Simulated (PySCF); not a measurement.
Fill in the blanks.

Species: spiropentane, C5H8.
Atom-mapped SMILES: `[CH2:1]1[CH2:2][C:3]12[CH2:4][CH2:5]2` (hydrogens: H6, H7 on C1; H8, H9 on C2; H10, H11 on C4; H12, H13 on C5)

Geometry (PBE0-D3(BJ)/def2-SVP, Å), atoms numbered from 1 in this order:
```
atom  x, y, z in Å
C1     0.963   -0.809    0.774
C2     1.441    0.205   -0.250
C3     0.000    0.000    0.000
C4    -1.185    0.838    0.276
C5    -1.219   -0.233   -0.800
H6     1.067   -1.871    0.528
H7     1.110   -0.573    1.832
H8     1.867   -0.176   -1.184
H9     1.909    1.122    0.121
H10   -1.749    0.655    1.196
H11   -1.170    1.884   -0.046
H12   -1.807   -1.135   -0.603
H13   -1.228    0.094   -1.844
```

```csv
property,level,value
point group,PBE0-D3(BJ)/def2-SVP,D2d
"rotational constants A, B, C",PBE0-D3(BJ)/def2-SVP,?
dipole moment,B3LYP/def2-SVPD,0.00 D
HOMO energy,B3LYP/def2-SVPD,-7.62 eV
LUMO energy,B3LYP/def2-SVPD,0.75 eV
lowest singlet excitation,TDDFT B3LYP/def2-SVPD,"7.46 eV (166 nm, f = 0.011)"
strongest line among the 10 lowest singlet transitions,TDDFT B3LYP/def2-SVPD,?
lowest triplet excitation (Tamm–Dancoff),TDA B3LYP/def2-SVPD,7.34 eV
static isotropic polarisability,B3LYP/def2-SVPD,57.8 au
vertical ionisation energy,ΔSCF B3LYP/def2-SVPD,?
electronic spatial extent ⟨r²⟩ about the centre of nuclear charge,B3LYP/def2-SVPD,399 bohr²
13C chemical shifts (computed TMS as zero) by class,GIAO B97-2/pcSseg-2,"10.1 (C1/C2/C4/C5), 9.6 (C3) ppm"
1H chemical shifts (computed TMS as zero) by class,GIAO B97-2/pcSseg-2,0.79 (H6/H7/H8/H9/H10/H11/H12/H13) ppm
largest of the computed one-bond spin–spin couplings (means over like bonds),"B3LYP/pcJ-1, spin–dipole term left out",?
core binding energies,"ΔSCF SCAN, pcX-2 on the ionised atom, pcseg-1 elsewhere, spin-free X2C","C1s 290.5 (C1/C2/C4/C5), C1s 290.5 (C3) eV"
```

Electronic properties: PySCF, gas phase, density fitting.

Question: The largest of the computed one-bond spin–spin couplings (means over like bonds)?

Answer: 13C–1H +168.2 (C1–H6 and 7 like it), 13C–13C +23.4 (C1–C3 and 3 like it), 13C–13C +11.7 (C1–C2 and 1 like it) Hz.

Question: What is the strongest line among the 10 lowest singlet transitions?

Answer: S4/S5 at 7.92 eV (156 nm, f = 0.078 summed over these states).

Question: Give the vertical ionisation energy.

Answer: 9.89 eV.

Question: Give the rotational constants A, B, C.

Answer: 10.642, 4.190, 4.189 GHz.

The rotational constants are those of a prolate symmetric top; the small spread among constants that symmetry makes equal is optimisation noise. The principal polarisabilities are 54.0, 54.0 and 65.4 au; their mean is the isotropic value. With B = h/(8π²I), that is 505.379 GHz u Å² over I, the principal moments of inertia are 47.5, 120.6 and 120.6 u Å² (most abundant isotopes); the inertial defect Ic − Ia − Ib is -47.5 u Å² (zero for a rigid planar frame, negative otherwise). The polarisability is 8.56 Å³ as a volume (1 au = 0.148185 Å³), or 1.52 au for each of the 38 electrons. Point group D2d forbids a permanent dipole, so the rigid molecule has no electric-dipole pure rotational spectrum. In wavenumbers S1 is 60200 cm⁻¹ (1 eV = 8065.54 cm⁻¹).

For the core-ionisation job (SCAN ΔSCF), time: 10 s wall. Hardware: an Arm Neoverse V2 with one thread, no GPU, on a shared host.
